Quantum ESPRESSO 7.5, PBE with the SSSP 1.3 efficiency ultrasoft pseudopotential, for bcc tantalum in a fixed one-atom cell, without spin polarisation or spin–orbit coupling; 11×11×11 k mesh, cold smearing of 0.1 eV. The sweep value is the plane-wave cutoff for the orbitals in Ry, and energies are free energies counted from the 82 Ry run.

| sweep density cutoff (eV) | sweep value | energy less tightest (meV/atom) | pressure (GPa) |
| --- | --- | --- | --- |
| 5987 | 22 | 402.8 | -18.817 |
| 5987 | 28 | 139.8 | 1.727 |
| 5987 | 33 | 114.4 | 0.477 |
| 5987 | 38 | 65.4 | 0.028 |
| 5987 | 44 | 22.6 | 0.989 |
| 5987 | 50 | 7.8 | 1.831 |
| 5987 | 55 | 5.3 | 2.107 |
| 7184 | 66 | 3.9 | 2.057 |
| 8925 | 82 | 0.0 | 2.103 |

At a plane-wave cutoff of 38 Ry this crystal of tantalum seems to be at rest: its pressure is 0.03 GPa. At 82 Ry the same cell, with the same atom in the same place, is under a pressure of 2.1 GPa and would expand if it were allowed to. The near-zero value is therefore a failure of the basis set that happens to look like equilibrium. The figure worth remembering is that, for this metal, a false pressure of 1 GPa goes with an energy that still falls by about 1.7 meV per atom for each percent added to the cutoff.

The sweep value in the table is this cutoff, in Ry. It is the largest kinetic energy of the plane waves from which the orbitals are built, so a higher cutoff adds waves of shorter wavelength. The energy is counted from the run at 82 Ry, and a positive pressure means that the cell is compressed.

Energy and pressure behave quite differently along the sweep. The energy falls at every step. Up to 55 Ry, where only the set of waves grows, this is what a variational calculation should give. The pressure starts strongly negative at 22 Ry, jumps to 1.7 GPa at 28 Ry, sinks almost to zero at 38 Ry and climbs again to about 2.1 GPa at 55 Ry. Nothing physical has changed on the way, since the cell and the PBE functional are the same in every row.

The cause lies in what the program does when it computes a stress. It asks how the energy responds to a small strain, and it lets the plane waves stretch together with the cell. In an expanded cell each wave is a little longer and carries less kinetic energy. The same set of waves then corresponds to a lower cutoff than before.

With a complete basis this would do no harm. With an incomplete one, expansion makes the basis poorer and so raises the energy for a reason that has nothing to do with the bonds in the metal. The crystal appears to resist expansion more than it really does, which is the same as an extra negative pressure. This error is known as Pulay stress.

Its size follows in two steps. Lengths grow as the cube root of the volume $V$, and the kinetic energy of a wave falls as the inverse square of its length. For a fixed set of waves the effective cutoff $E_c$ therefore varies as $V^{-2/3}$. If the energy error at a fixed cutoff hardly depends on volume, the false part of the pressure is

$$\Delta P \approx \frac{2}{3V}\,\frac{\partial E}{\partial \ln E_c},$$

where $E$ is the energy per atom and $V$ the volume per atom. Since the energy falls with rising cutoff, $\Delta P$ is negative.

As long as the energy error hardly depends on volume, the pressure error follows the slope of the energy curve and not its height. A large energy error that no longer changes with cutoff would leave the pressure intact, while a smaller one that is still shrinking fast would spoil it. This is why the two columns need not improve together.

The relation can be tested without any adjustable constant by reading it backwards: the pressure errors, added up along the logarithm of the cutoff, should return the drop in energy. Take the step from 33 to 38 Ry. Relative to 82 Ry the pressure errors at its two ends are −1.63 and −2.08 GPa, with a mean of −1.85 GPa. The volume is 18.01 Å³ per atom, and 1 GPa Å³ equals 6.24 meV, so

$$\Delta E \approx \tfrac{3}{2}\times 18.01\times 6.24\times(-1.85)\times\ln\tfrac{38}{33}\approx -44\ \text{meV}.$$

The energies themselves differ by −49 meV per atom. This is the largest miss among the five steps between 28 and 55 Ry; over that whole range the pressures account for 128 of the 135 meV, as the output below shows. Two columns that look unrelated thus record the same defect. The agreement supports Pulay stress as the cause of the dip in pressure, and the density cutoff, the other setting that moves in this table, is constant up to 55 Ry.

The estimate breaks down between 22 and 28 Ry, where it gives a drop of 433 meV against a computed 263 meV. The pressure error shrinks there from −21 GPa to −0.4 GPa, and the mean of two such unequal ends is a poor guide to what lies between them. The assumption that the basis error doesn't depend on volume is also least safe where that error is largest. At so low a cutoff the formula still gives the right sign and order of magnitude, but no correction should be built on it.

The run at 28 Ry sets a second trap. Its pressure lies closer to the final value than those at 33, 38 and 44 Ry, although its energy is still 140 meV per atom too high. The energy curve has a shoulder here: the next step lowers the energy by only 25 meV, and the one after that by 49 meV. On the shoulder the slope is small, and the false pressure is small with it.

Why the curve has a shoulder can be argued but isn't tested by these runs. Adding waves of a certain wavelength helps only as far as the orbitals contain that wavelength. The wave content of an atomic-like orbital can pass through zero and grow again as the wavelength shortens, so that some of the added waves bring little gain and later ones bring more. Which orbitals of tantalum would be responsible remains open.

Some familiar signs of a sound calculation give no alarm here. The error in the force is zero even at 22 Ry, because symmetry forbids any force on an atom that sits at a centre of inversion. Every run also reaches self-consistency in eight iterations. That shows that the equations were solved within the chosen set of waves, not that the set was large enough.

What does reveal the failure is a change of pressure on a cell that has not changed, together with an energy that is still falling. A single pressure close to the final one is not enough, as 28 Ry shows; the pressure has to stay there at all higher cutoffs. By that standard it settles at 55 Ry, from where it varies by only 0.05 GPa. The energy comes within 10 meV per atom of the 82 Ry value somewhat earlier, at 50 Ry.

The last rows need more caution than their steady pressure suggests. From 66 to 82 Ry the energy drops by another 3.9 meV per atom, more than in the step before, while the pressures account for less than 1 meV. The density cutoff, which sets how finely the electron density is represented, rises in these two steps and may be responsible. An error of less than 0.1 GPa in the reference pressure would also close the gap in the last step, though it would make the estimate for the step from 55 to 66 Ry too large. The runs don't settle the cause, so 82 Ry serves as a reference and not as a proven limit.

For anyone who relaxes a cell, the false zero has a definite price. A relaxation started at 38 Ry would find almost no pressure and leave the volume as it is. With a bulk modulus of roughly 190 GPa, a recalled value, the 2.1 GPa found at 82 Ry calls for an increase in volume of about 1 percent. At 22 Ry the error would have the same direction, a volume that is too small, but would be far worse, since the large negative pressure would make the cell shrink when it ought to expand.

The formula also points to the remedy. The false term arises because the waves stretch with the cell, so it drops out when total energies are computed at several volumes with the same cutoff and the minimum is read from a smooth curve through them. Any change of the basis error with volume remains, so a very low cutoff is still unsafe. Alternatively, the cutoff can be raised until the energy slope is harmless and stays so at higher cutoffs: for this cell, 0.1 GPa corresponds to about 0.2 meV per atom for each percent of cutoff. In another material the same slope per atom does less harm to the pressure if each atom occupies more volume, but a given false pressure shifts the volume more if the material is soft.

Numerical output:

```
Pressure error and energy steps:
   row  cutoff Ry  pressure error GPa  energy step meV  step from pressure meV  energy change per 1 percent of cutoff meV
  5987         22              -20.92              n/a                     n/a                                     -35.27
  5987         28              -0.376             -263                    -433                                     -0.634
  5987         33              -1.626            -25.4                  -27.73                                     -2.742
  5987         38              -2.075              -49                  -44.02                                     -3.499
  5987         44              -1.114            -42.8                  -39.42                                     -1.878
  5987         50              -0.272            -14.8                  -14.94                                    -0.4586
  5987         55               0.004             -2.5                  -2.153                                   0.006745
  7184         66              -0.046             -1.4                 -0.6456                                   -0.07756
  8925         82                   0             -3.9                 -0.8418                                          0
Energy change from 28 to 55 Ry, computed, meV/atom: -134.5
Energy change from 28 to 55 Ry, from the pressure errors, meV/atom: -128.3
Largest miss of a single step from 28 to 55 Ry, meV/atom: 4.981
Step from 22 to 28 Ry, estimate over computed, ratio: 1.646
Cutoffs above 28 Ry with a larger pressure error than 28 Ry, count: 3
Spread of pressure from 55 to 82 Ry, GPa: 0.05
Shift of the pressure errors that would close the misfit of the last step, GPa: -0.08356
Rough volume change to relieve the pressure at 82 Ry, percent: 1.107
Rough volume change to relieve the pressure at 38 Ry, percent: 0.01474
```
